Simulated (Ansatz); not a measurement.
## Al: Al vacancy

Theory: Ansatz, DFT PBE, scalar-relativistic, plane waves, PAW. (420 eV cutoff, 5×5×5 k-mesh, Gaussian smearing of 0.10 eV, no spin polarisation)

Host crystal, relaxed:

```yaml
crystal:
  lattice:
    - [0.00000, 2.02081, 2.02081]
    - [2.02081, 0.00000, 2.02081]
    - [2.02081, 2.02081, 0.00000]
  atoms:
    - { symbol: Al, position: [0.00000, 0.00000, 0.00000] }
```

Supercell of 16 atoms, rows in host cell vectors: -1 -1 3; -1 -1 -1; 3 -1 -1. Atoms relax at the host's cell, keeping the symmetry that the supercell leaves at the site. The cell is small, so energies carry finite-size errors of tenths of an eV. The host is a metal. Atoms are taken from and returned to the elements' standard states.

Defect: Al vacancy at (0.000, 0.000, 0.000) of the host cell.

What is the formation energy of the neutral defect?

0.58 eV.

Does the neutral defect carry a moment, and how do its surroundings relax?

The neutral run had no spin polarisation, so a moment wasn't tested. The nearest neighbours before are 12 Al at 2.86 Å; after relaxation the atoms near the site are 12 Al at 2.82 Å; the largest move is 0.04 Å.

Cost: 2 runs of about 0.32 core-minutes in all, on Intel Xeon 6975P-C (Granite Rapids) (shared hosts).